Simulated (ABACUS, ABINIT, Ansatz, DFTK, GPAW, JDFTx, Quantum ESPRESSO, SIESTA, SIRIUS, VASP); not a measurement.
**Al: programs and potentials compared**

```xyz
1
Lattice="0.0000 2.0248 2.0248 2.0248 0.0000 2.0248 2.0248 2.0248 0.0000" Properties=species:S:1:pos:R:3 pbc="T T T"
Al    0.0000    0.0000    0.0000
```

Alike in all runs: task single point; functional PBEsol; k mesh 11 × 11 × 11; occupations fermi-dirac, width 0.05 eV; no spin polarisation; no spin-orbit coupling. Pressure is positive in compression and, in plane waves, holds the error of the finite cutoff.

```csv
program and potentials,plane-wave cutoff (eV),notes,pressure (GPa)
"JDFTx, PseudoDojo-SR-PBEsol-0.4.1-standard with smoothed tails",544,-,-2.06
"DFTK, PseudoDojo SR PBEsol 0.4.1 standard (PBEsol)",707,-,-2.07
"ABACUS, PseudoDojo NC SR 0.4.1 PBEsol standard, plane waves",558,-,-2.06
"SIRIUS, PseudoDojo 0.4.1 PBEsol standard (scalar relativistic)",557,-,-2.06
"Quantum ESPRESSO, GBRV 1.5 PBEsol",612,-,-2.00
"Ansatz, all-electron LAPW, scalar-relativistic",-,-,-1.92
"VASP, PBE PAW files Al, 520 eV",520,potentials made for PBE,?
"ABINIT, PseudoDojo NC SR PBEsol v0.4.1 standard",544,-,-2.06
"SIESTA, files PseudoDojo sr-pbesol-0.4.1-standard, DZP (energy shift 0.003 Ry)",-,atomic basis,-1.91
"GPAW, PAW data sets generated for this functional",600,-,-1.78
```

Question: Estimate from the other rows what the run with VASP, PBE PAW files Al, 520 eV gave.

Answer: Pressure -1.87 GPa. The other rows, which needn't bracket it: pressure -2.07 to -1.78.
